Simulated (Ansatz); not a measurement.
A run of Ansatz 0.2.0 is set up as follows.

Contents of input.yaml:

```yaml
crystal:
  lattice:
    - [3.897, 0.0, 0.0]
    - [0.0, 3.897, 0.0]
    - [0.0, 0.0, 3.897]
  atoms:
    - { symbol: Pt, position: [0.5, 0.5, 0.0] }
    - { symbol: Pt, position: [0.5, 0.0, 0.5] }
    - { symbol: Pt, position: [0.0, 0.5, 0.5] }
    - { symbol: Ti, position: [0.0, 0.0, 0.0] }
hamiltonian:
  xc: pbesol
  pseudopotentials: { kind: paw }
kpoints:
  mp_grid: { grid: [7, 7, 7] }
scf:
  occupations: { method: fermi_dirac, width: 0.05 }
output:
  forces: true
  stress: true
  eigenvalues: true
```

Potentials or basis: Ansatz PAW.

Command:

```console
$ ansatz run input.yaml --threads 2 --pin off --max-ram 5632MiB --backend cpu --events-out ev --progress --plain --runs-dir out
```

(1) Predict the band gap on the k mesh.

(2) Predict the pressure.

Results:

(1) none (metal or under the smearing width).

(2) 0.5 GPa.

Caveat: the PAW data sets come from PBE, with cores solved anew for the run's functional, which leaves a small shift of forces and pressure.
